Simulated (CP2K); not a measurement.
# GaAs (F-43m) in CP2K: notebook, part 2 of 3

CP2K 2026.2. Earlier steps stand in the parts before.

## (3) Single point, PBE+D3(BJ)

gaas_scf.inp reads:

```
&GLOBAL
  PROJECT gaas_scf
  RUN_TYPE ENERGY_FORCE
  PRINT_LEVEL LOW
&END GLOBAL
&FORCE_EVAL
  METHOD QS
  STRESS_TENSOR ANALYTICAL
  &DFT
    BASIS_SET_FILE_NAME BASIS_MOLOPT_UZH
    POTENTIAL_FILE_NAME POTENTIAL_UZH
    &MGRID
      CUTOFF 450
      REL_CUTOFF 60
      NGRIDS 5
    &END MGRID
    &QS
      METHOD GPW
      EPS_DEFAULT 1.0E-10
    &END QS
    &KPOINTS
      SCHEME MONKHORST-PACK 8 8 8
      GAMMA_CENTERED T
      SYMMETRY T
      SYMMETRY_BACKEND SPGLIB
    &END KPOINTS
    &SCF
      SCF_GUESS ATOMIC
      EPS_SCF 1.0E-6
      MAX_SCF 100
      ADDED_MOS 10
      CHOLESKY OFF
      EPS_EIGVAL 1.0E-7
      &DIAGONALIZATION ON
        ALGORITHM STANDARD
      &END DIAGONALIZATION
      &MIXING ON
        METHOD BROYDEN_MIXING
        ALPHA 0.4
        BETA 1.5
        NBUFFER 8
      &END MIXING
      &SMEAR ON
        METHOD FERMI_DIRAC
        ELECTRONIC_TEMPERATURE 580.23
      &END SMEAR
    &END SCF
    &XC
      &XC_FUNCTIONAL
        &GGA_X_PBE
        &END GGA_X_PBE
        &GGA_C_PBE
        &END GGA_C_PBE
      &END XC_FUNCTIONAL
      &VDW_POTENTIAL
        POTENTIAL_TYPE PAIR_POTENTIAL
        &PAIR_POTENTIAL
          TYPE DFTD3(BJ)
          REFERENCE_FUNCTIONAL PBE
          PARAMETER_FILE_NAME dftd3.dat
          R_CUTOFF 20
        &END PAIR_POTENTIAL
      &END VDW_POTENTIAL
    &END XC
    &PRINT
      &KPOINTS ON
      &END KPOINTS
      &MULLIKEN ON
      &END MULLIKEN
      &MO ON
        ENERGIES T
        OCCUPATION_NUMBERS T
        &EACH
          QS_SCF 0
        &END EACH
        ADD_LAST NUMERIC
      &END MO
      &LOWDIN ON
      &END LOWDIN
      &HIRSHFELD ON
        SHAPE_FUNCTION DENSITY
      &END HIRSHFELD
    &END PRINT
  &END DFT
  &SUBSYS
    &CELL
      A 3.9977696088 0.0000000000 0.0000000000
      B 1.9988848044 3.4621700397 0.0000000000
      C 1.9988848044 1.1540566799 3.2641652169
      PERIODIC XYZ
    &END CELL
    &COORD
      SCALED
      As  0.7500000000 0.7500000000 0.7500000000
      Ga  0.0000000000 0.0000000000 0.0000000000
    &END COORD
    &KIND As
      BASIS_SET TZVP-MOLOPT-PBE-GTH-q5
      POTENTIAL GTH-PBE-q5
    &END KIND
    &KIND Ga
      BASIS_SET TZVP-MOLOPT-PBE-GTH-q13
      POTENTIAL GTH-PBE-q13
    &END KIND
    &PRINT
      &ATOMIC_COORDINATES ON
      &END ATOMIC_COORDINATES
      &CELL ON
      &END CELL
    &END PRINT
  &END SUBSYS
  &PRINT
    &FORCES ON
    &END FORCES
    &STRESS_TENSOR ON
    &END STRESS_TENSOR
  &END PRINT
&END FORCE_EVAL
```

Potentials or basis: POTENTIAL_UZH As GTH-PBE-q5, Ga GTH-PBE-q13; TZVP-MOLOPT-PBE-GTH basis.

Command:

```bash
$ OMP_NUM_THREADS=1 cp2k.psmp -i gaas_scf.inp -o gaas_scf.out
```

gaas_scf.out:

```text

 CP2K| version string:                                       CP2K version 2026.2
 CP2K| Input file name                                              gaas_scf.inp

 GLOBAL| Force Environment number                                              1
 GLOBAL| Basis set file name                                    BASIS_MOLOPT_UZH
 GLOBAL| Potential file name                                       POTENTIAL_UZH
 GLOBAL| MM Potential file name                                     MM_POTENTIAL
 GLOBAL| Coordinate file name                                      __STD_INPUT__
 GLOBAL| Method name                                                        CP2K
 GLOBAL| Project name                                                   gaas_scf
 GLOBAL| Run type                                                   ENERGY_FORCE
 GLOBAL| FFT library                                                       FFTW3
 GLOBAL| Diagonalization library                                       ScaLAPACK
 GLOBAL| Cholesky decomposition library                                ScaLAPACK
 GLOBAL| DGEMM library                                                      BLAS
 GLOBAL| Direct generalized diagonalization requested                          F
 GLOBAL| Matrix multiplication library                                 ScaLAPACK
 GLOBAL| Global print level                                                  LOW
 GLOBAL| Total number of message passing processes                             1
 GLOBAL| Number of threads for this process                                    1
 GLOBAL| CPU model name                                                  UNKNOWN

 CELL| Volume [angstrom^3]:                                            45.179174
 CELL| Vector a [angstrom]:       3.998     0.000     0.000   |a| =     3.997770
 CELL| Vector b [angstrom]:       1.999     3.462     0.000   |b| =     3.997770
 CELL| Vector c [angstrom]:       1.999     1.154     3.264   |c| =     3.997770
 CELL| Angle (b,c), alpha [degree]:                                    60.000000
 CELL| Angle (a,c), beta  [degree]:                                    60.000000
 CELL| Angle (a,b), gamma [degree]:                                    60.000000
 CELL| Numerically orthorhombic:                                              NO
 CELL| Periodicity                                                           XYZ

 CELL_REF| Volume [angstrom^3]:                                        45.179174
 CELL_REF| Vector a [angstrom     3.998     0.000     0.000   |a| =     3.997770
 CELL_REF| Vector b [angstrom     1.999     3.462     0.000   |b| =     3.997770
 CELL_REF| Vector c [angstrom     1.999     1.154     3.264   |c| =     3.997770
 CELL_REF| Angle (b,c), alpha [degree]:                                60.000000
 CELL_REF| Angle (a,c), beta  [degree]:                                60.000000
 CELL_REF| Angle (a,b), gamma [degree]:                                60.000000
 CELL_REF| Numerically orthorhombic:                                          NO
 CELL_REF| Periodicity                                                       XYZ

[... 9 lines left out ...]

  Total number of            - Atomic kinds:                                   2
                             - Atoms:                                          2
                             - Shell sets:                                     2
                             - Shells:                                        17
                             - Primitive Cartesian functions:                 10
                             - Cartesian basis functions:                     58
                             - Spherical basis functions:                     51

  Maximum angular momentum of the orbital basis functions:                     3

 MODULE QUICKSTEP: ATOMIC COORDINATES IN ANGSTROM

   Atom Kind Element         X             Y             Z       Z(eff)     Mass
      1    1 As   33      5.996654      3.462170      2.448124   5.0000  74.9216
      2    2 Ga   31      0.000000      0.000000      0.000000  13.0000  69.7230

 SCF PARAMETERS         Density guess:                                    ATOMIC
[... 80 lines left out ...]
     1 NoMix/Diag. 0.40E+00    2.8     0.98420378       -81.0702462232 -8.11E+01
     2 Broy./Diag. 0.40E+00    2.6     0.03211399       -80.9528428443  1.17E-01
     3 Broy./Diag. 0.40E+00    2.6     0.08949864       -80.9015833979  5.13E-02
     4 Broy./Diag. 0.40E+00    2.6     0.00975293       -80.9208807560 -1.93E-02
     5 Broy./Diag. 0.40E+00    2.6     0.00703581       -80.9454307917 -2.46E-02
     6 Broy./Diag. 0.40E+00    2.6     0.00314821       -80.9510611774 -5.63E-03
     7 Broy./Diag. 0.40E+00    2.6     0.00155834       -80.9520269942 -9.66E-04
     8 Broy./Diag. 0.40E+00    2.6     0.00040983       -80.9549350909 -2.91E-03
     9 Broy./Diag. 0.40E+00    2.6     0.00013372       -80.9558360227 -9.01E-04
    10 Broy./Diag. 0.40E+00    2.6     0.00000849       -80.9558413022 -5.28E-06
    11 Broy./Diag. 0.40E+00    2.6     0.00008727       -80.9558127972  2.85E-05
    12 Broy./Diag. 0.40E+00    2.6     0.00000633       -80.9557975759  1.52E-05
    13 Broy./Diag. 0.40E+00    2.6     0.00000368       -80.9557858534  1.17E-05
    14 Broy./Diag. 0.40E+00    2.6     0.00000086       -80.9557848093  1.04E-06

  *** SCF run converged in    14 steps ***

  Electronic density on regular grids:        -17.9999999662        0.0000000338
  Core density on regular grids:               17.9999999977       -0.0000000023
  Total charge density on r-space grids:        0.0000000315
  Total charge density g-space grids:           0.0000000315

  Overlap energy of the core charge distribution:               0.00000000546787
  Self energy of the core charge distribution:               -110.84104255844619
  Core Hamiltonian energy:                                     32.33843483983892
  Hartree energy:                                               9.38256967992928
  Exchange-correlation energy:                                -11.81187623051336
  Dispersion energy:                                           -0.02386928438433
  Electronic entropic energy:                                  -0.00000126118106
  Fermi energy:                                                 0.16772759227942

  Total energy:                                               -80.95578480931025
  Total energy (extrapolated to T->0):                        -80.95578417871971

 MO| EIGENVALUES AND OCCUPATION NUMBERS FOR K POINT 1
 MO|
 MO|  Index      Eigenvalue [a.u.]        Eigenvalue [eV]             Occupation
 MO|      1              -0.391031             -10.640487               2.000000
 MO|      2              -0.387953             -10.556727               2.000000
 MO|      3              -0.387953             -10.556727               2.000000
 MO|      4              -0.385583             -10.492251               2.000000
 MO|      5              -0.385583             -10.492250               2.000000
 MO|      6              -0.260266              -7.082188               2.000000
[... 344 lines left out ...]
 MO|     18               0.756405              20.582821               0.000000
 MO|     19               0.796818              21.682523               0.000000
 MO| Sum:                                                              18.000000
 MO| E(Fermi):            0.167728 a.u.          4.564100 eV
 MO| Band gap:            0.177510 a.u.          4.830282 eV

 [... the levels of further k-points ...]

 !-----------------------------------------------------------------------------!
                     Mulliken Population Analysis

 #  Atom  Element  Kind  Atomic population                           Net charge
       1     As       1          4.658651                              0.341349
       2     Ga       2         13.341349                             -0.341349
 # Total charge                             18.000000                 -0.000000

 !-----------------------------------------------------------------------------!

 !-----------------------------------------------------------------------------!
                           Hirshfeld Charges

  #Atom  Element  Kind  Ref Charge     Population                    Net charge
      1       As     1       5.000          5.132                        -0.132
      2       Ga     2      13.000         12.868                         0.132

  Total Charge                                                           -0.000
 !-----------------------------------------------------------------------------!

 LOWDIN POPULATION ANALYSIS

 #  Atom  Element  Kind  Atomic population                           Net charge
       1     As       1          4.012487                              0.987513
       2     Ga       2         13.987513                             -0.987513
 # Total charge                             18.000000                 -0.000000

 ENERGY| Total FORCE_EVAL ( QS ) energy [hartree]            -80.955784103608735

 FORCES| Atomic forces [hartree/bohr]
 FORCES|   Atom     x               y               z               |f|
 FORCES|      1 -5.30872096E-05 -3.06526408E-05 -2.16843574E-05   6.50234386E-05
 FORCES|      2 -4.52367347E-05 -2.61147126E-05 -1.84558855E-05   5.53981957E-05
 FORCES| Sum    -9.83239443E-05 -5.67673535E-05 -4.01402429E-05
 FORCES| Total atomic force                                       1.20421632E-04

 STRESS| Analytical stress tensor [bar]
 STRESS|                        x                   y                   z
 STRESS|      x        1.52811958476E+04   5.81023065223E+02   4.10476010883E+02
 STRESS|      y        5.81023065223E+02   1.46105010856E+04   2.37426168016E+02
 STRESS|      z        4.10476010883E+02   2.37426168016E+02   1.44431921870E+04
 STRESS| 1/3 Trace                                             1.47782963734E+04
 STRESS| Determinant                                           3.21658696876E+12

 STRESS| Eigenvectors and eigenvalues of the analytical stress tensor [bar]
 STRESS|                        1                   2                   3
 STRESS| Eigenvalues   1.42748397554E+04   1.42756858354E+04   1.57843635295E+04
 STRESS|      x          -0.328967729770     -0.474589540521      0.816422072704
 STRESS|      y           0.854217001722      0.219038363372      0.471524664616
 STRESS|      z          -0.402608428551      0.852518013533      0.333345901221
```

Wall time 44 s (1 thread of Arm Neoverse V1, shared host); peak memory 0.32 GiB.

Results:

* Free energy: -2202.9189 eV
* Pressure: 1.5 GPa
* Band gap on the k mesh: 0.48 eV, direct
* Mulliken charges: As +0.34; Ga -0.34 e
* Hirshfeld charges: As -0.13; Ga +0.13 e

Levels at points of the mesh, in eV from the valence-band top:
```csv
k point,band 6,band 7,band 8,band 9,band 10,band 11,band 12,band 13
"(0.00, 0.00, 0.00)",-12.75,0.00,0.00,0.00,0.48,3.73,3.73,3.73
"(0.00, 0.00, 0.50)",-10.99,-6.67,-1.15,-1.15,0.97,4.66,4.66,7.94
"(0.00, 0.50, 0.50)",-10.25,-6.85,-2.69,-2.69,1.46,1.66,10.21,10.21
```

Caveat: Mulliken charges move with the basis; the basis of atomic orbitals isn't converged, which shifts pressures, moduli and gaps; the real-space grid breaks the cell's symmetry a little.

## (4) Single point, PBE+D4

Changes to gaas_scf.inp since step 3:

```diff
@@ -57,6 +57,5 @@
         &PAIR_POTENTIAL
-          TYPE DFTD3(BJ)
+          TYPE DFTD4
           REFERENCE_FUNCTIONAL PBE
-          PARAMETER_FILE_NAME dftd3.dat
-          R_CUTOFF 20
+          D4_CUTOFF 20
         &END PAIR_POTENTIAL
```

Potentials or basis: POTENTIAL_UZH As GTH-PBE-q5, Ga GTH-PBE-q13; TZVP-MOLOPT-PBE-GTH basis.

Command:

```bash
$ OMP_NUM_THREADS=1 cp2k.psmp -i gaas_scf.inp -o gaas_scf.out
```

gaas_scf.out:

```text

 CP2K| version string:                                       CP2K version 2026.2
 CP2K| Input file name                                              gaas_scf.inp

 GLOBAL| Force Environment number                                              1
 GLOBAL| Basis set file name                                    BASIS_MOLOPT_UZH
 GLOBAL| Potential file name                                       POTENTIAL_UZH
 GLOBAL| MM Potential file name                                     MM_POTENTIAL
 GLOBAL| Coordinate file name                                      __STD_INPUT__
 GLOBAL| Method name                                                        CP2K
 GLOBAL| Project name                                                   gaas_scf
 GLOBAL| Run type                                                   ENERGY_FORCE
 GLOBAL| FFT library                                                       FFTW3
 GLOBAL| Diagonalization library                                       ScaLAPACK
 GLOBAL| Cholesky decomposition library                                ScaLAPACK
 GLOBAL| DGEMM library                                                      BLAS
 GLOBAL| Direct generalized diagonalization requested                          F
[... 550 lines left out ...]
 #  Atom  Element  Kind  Atomic population                           Net charge
       1     As       1          4.012487                              0.987513
       2     Ga       2         13.987513                             -0.987513
 # Total charge                             18.000000                 -0.000000

 ENERGY| Total FORCE_EVAL ( QS ) energy [hartree]            -80.962774970626967

 FORCES| Atomic forces [hartree/bohr]
 FORCES|   Atom     x               y               z               |f|
 FORCES|      1 -5.30870289E-05 -3.06525365E-05 -2.16842837E-05   6.50232173E-05
 FORCES|      2 -4.52369154E-05 -2.61148170E-05 -1.84559592E-05   5.53984170E-05
 FORCES| Sum    -9.83239443E-05 -5.67673535E-05 -4.01402429E-05
 FORCES| Total atomic force                                       1.20421632E-04

 STRESS| Analytical stress tensor [bar]
 STRESS|                        x                   y                   z
 STRESS|      x        9.93903705663E+03   5.81023820275E+02   4.10476544785E+02
 STRESS|      y        5.81023820275E+02   9.26834142280E+03   2.37426476265E+02
 STRESS|      z        4.10476544785E+02   2.37426476265E+02   9.10103230624E+03
 STRESS| 1/3 Trace                                             9.43613692855E+03
 STRESS| Determinant                                           8.33291369512E+11

 STRESS| Eigenvectors and eigenvalues of the analytical stress tensor [bar]
 STRESS|                        1                   2                   3
 STRESS| Eigenvalues   8.93267965662E+03   8.93352573665E+03   1.04422053924E+04
 STRESS|      x          -0.328967733528     -0.474589537761      0.816422072794
 STRESS|      y           0.854217003586      0.219038356422      0.471524664467
 STRESS|      z          -0.402608421524      0.852518016856      0.333345901211
```

Run time: 45 s. Hardware: 1 thread of Arm Neoverse V1, shared host; peak memory 0.31 GiB.

Results:

| Item | Value |
| --- | --- |
| Free energy | -2203.1091 eV |
| Pressure | 0.9 GPa |
| Band gap on the k mesh | 0.48 eV, direct |
| Mulliken charges | As +0.34; Ga -0.34 e |
| Hirshfeld charges | As -0.13; Ga +0.13 e |

Levels at points of the mesh, in eV from the valence-band top:
```csv
k point,band 7,band 8,band 9,band 10,band 11,band 12
"(0.00, 0.00, 0.00)",0.00,0.00,0.00,0.48,3.73,3.73
"(0.00, 0.00, 0.50)",-6.67,-1.15,-1.15,0.97,4.66,4.66
"(0.00, 0.50, 0.50)",-6.85,-2.69,-2.69,1.46,1.66,10.21
```

Caveat: Mulliken charges move with the basis; the basis of atomic orbitals isn't converged, which shifts pressures, moduli and gaps; the real-space grid breaks the cell's symmetry a little.

(Part 2 of 3 ends here.)
